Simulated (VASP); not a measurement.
Input of a VASP 6.6.1 run:

INCAR

```
  PREC = Accurate
  ENCUT = 600
  EDIFF = 1E-6
  ISMEAR = 1
  SIGMA = 0.1
  LREAL = False
  LASPH = True
  NELM = 120
  ALGO = Fast
  ISIF = 3
  LWAVE = False
  LCHARG = False
  GGA = PE
  IBRION = 2
  NSW = 60
  EDIFFG = -0.005
```

File KPOINTS:

```
Automatic mesh
0
Gamma
  16 16 16
```

The input POSCAR:

```
ZrN
1.0
    0.0000000000      2.2800000000      2.2800000000
    2.2800000000      0.0000000000      2.2800000000
    2.2800000000      2.2800000000      0.0000000000
Zr N
1 1
Direct
    0.0000000000      0.0000000000      0.0000000000
    0.5000000000      0.5000000000      0.5000000000
```

Potentials or basis: VASP PAW PBE potentials, release 64 (Zr_sv, N).

Command:

```console
$ cat potpaw_PBE.64/Zr_sv/POTCAR potpaw_PBE.64/N/POTCAR > POTCAR
$ mpirun -np 1 vasp_std > vasp.out
```

Question: What does it give for the relaxed volume?

Answer: 12.13 Å³/atom.

Question: Predict the relaxed cell.

Answer: a = 3.249 Å, b = 3.249 Å, c = 3.249 Å, α = 60.00°, β = 60.00°, γ = 60.00°.

Question: Estimate the band gap on the k mesh.

Answer: None (metal or under the smearing width).

Question: Predict the space group after relaxing (to 0.05 Å).

Answer: Fm-3m (No. 225).

Final structure:
```
Zr N
1.0
     0.00000    2.29760    2.29760
     2.29760    0.00000    2.29760
     2.29760    2.29760    0.00000
Zr N
1 1
Direct
  0.00000 0.00000 0.00000
  0.50000 0.50000 0.50000
```
